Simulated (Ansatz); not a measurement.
Runs of Ansatz 0.2.0 on AlNi. It takes space group C2/m (No. 12, monoclinic). Conventional cell: a = 4.601 Å, b = 2.789 Å, c = 4.111 Å, α = 90.00°, β = 109.27°, γ = 90.00°. Ni (site symmetry 2/m) is surrounded by 6 Al at 2.48 to 2.53 Å and 6 Ni at 2.69 to 2.79 Å. Al (site symmetry 2/m) is surrounded by 6 Ni at 2.48 to 2.53 Å and 6 Al at 2.69 to 2.79 Å. The cell comes from a database or a generator and needn't be the stable form of this composition.

| task | level | cell | points for each segment of the path | gap on the mesh (eV) | pressure (GPa) | moment (μB) | relaxed volume (Å³/atom) |
| --- | --- | --- | --- | --- | --- | --- | --- |
| relaxation of cell and atoms | HSEsol | relaxed | - | none | 0.0 | 0.00 | 11.96 |
| band structure | HSEsol | as given | 4 | none | (a) | 0.00 | - |
| band structure | HSE03 | as given | 4 | none | -2.3 | 0.00 | - |
| relaxation of cell and atoms | HSE03 | relaxed | - | none | 0.0 | 0.00 | 12.27 |

Alike in all rows: potentials or basis Ansatz PAW; spin collinear, ferromagnetic start; k mesh 6 × 6 × 4; cutoff (eV) 420; smearing fermi-dirac 0.05 eV; the mesh is coarse, so values aren't converged.

Question: Fill in the values left out.

Answer: (a) -6.2.

Caveats: all runs use coarse meshes; the magnetic or orbital state may not be the lowest; the PAW data sets come from PBE, with cores solved anew for the run's functional, which leaves a small shift of forces and pressure; the starting moments weren't kept; the plane-wave basis is chosen anew once the cell has moved, so the energies of steps on either side of that aren't comparable (some runs); the thresholds are loose for stress (some runs).

A gap of «none» marks a metal or a gap under the smearing width.
